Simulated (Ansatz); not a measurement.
## MnS: relaxation of cell and atoms with revPBE+D3(BJ)

The system is MnS.

```
CELL_PARAMETERS angstrom
0.00000 2.60450 2.60450
2.60450 0.00000 2.60450
2.60450 2.60450 0.00000
ATOMIC_POSITIONS crystal
Mn 0.00000 0.00000 0.00000
S 0.50000 0.50000 0.50000
```

```yaml
Program: Ansatz 0.2.0
Task: relaxation of cell and atoms
Functional: revPBE
Dispersion: D3(BJ)
Potentials_or_basis: Ansatz PAW
Cutoff: "420 eV (not typed: the program's choice for these potentials)"
k_mesh: 9 × 9 × 9
Occupations: fermi-dirac, width 0.05 eV
Spin: collinear spin, ferromagnetic start
Starting_moments: "[4.0, 0.0] μB"
```

| Item | Value |
| --- | --- |
| Relaxed volume | 15.82 Å³/atom |
| Relaxed cell | a = 3.550 Å, b = 3.550 Å, c = 3.550 Å, α = 60.00°, β = 60.00°, γ = 60.00° |
| Space group after relaxing (to 0.05 Å) | Fm-3m (No. 225) |
| Energy gained by relaxing | 61.2 meV/atom |
| Ionic steps | 14 |
| Pressure after relaxing | 0.0 GPa |
| Net moment | 4.42 μB per cell |
| Absolute moment | 4.42 μB per cell |
| Site moments | Mn +3.95; S +0.12 μB |

Step by step:
```
step  energy change (eV)  largest force (eV/Å)  volume (Å³)
   1              0.0000                0.0000        35.33
   2             -0.1078                0.0000        32.40
   3             -0.1099                0.0000        32.32
   4             -0.1105                0.0000        32.29
   5             -0.1149                0.0000        32.12
   6             -0.1196                0.0000        31.51
   7             -0.1196                0.0000        31.91
   8             -0.1227                0.0000        31.75
   9             -0.1227                0.0000        31.75
  10             -0.1236                0.0000        31.69
  11             -0.1238                0.0000        31.62
  12             -0.1238                0.0000        31.64
  13             -0.1238                0.0000        31.64
  14             -0.1224                0.0000        31.64
```

Final structure:
```
Mn S
1.0
     0.00000    2.51034    2.51034
     2.51034    0.00000    2.51034
     2.51034    2.51034    0.00000
Mn S
1 1
Direct
  0.00000 0.00000 0.00000
  0.50000 0.50000 0.50000
```

Run time: 23 s on 2 threads of Arm Neoverse V2, with other jobs on the host, peak memory 0.32 GiB.

Caveat: the plane-wave basis is chosen anew once the cell has moved, so the energies of steps on either side of that aren't comparable; the volume moved by -10 % from the deposited cell, more than functionals usually miss; a cell with one magnetic atom can't hold antiferromagnetic order, which such compounds often take; the PAW data sets come from PBE, with cores solved anew for the run's functional, which leaves a small shift of forces and pressure.
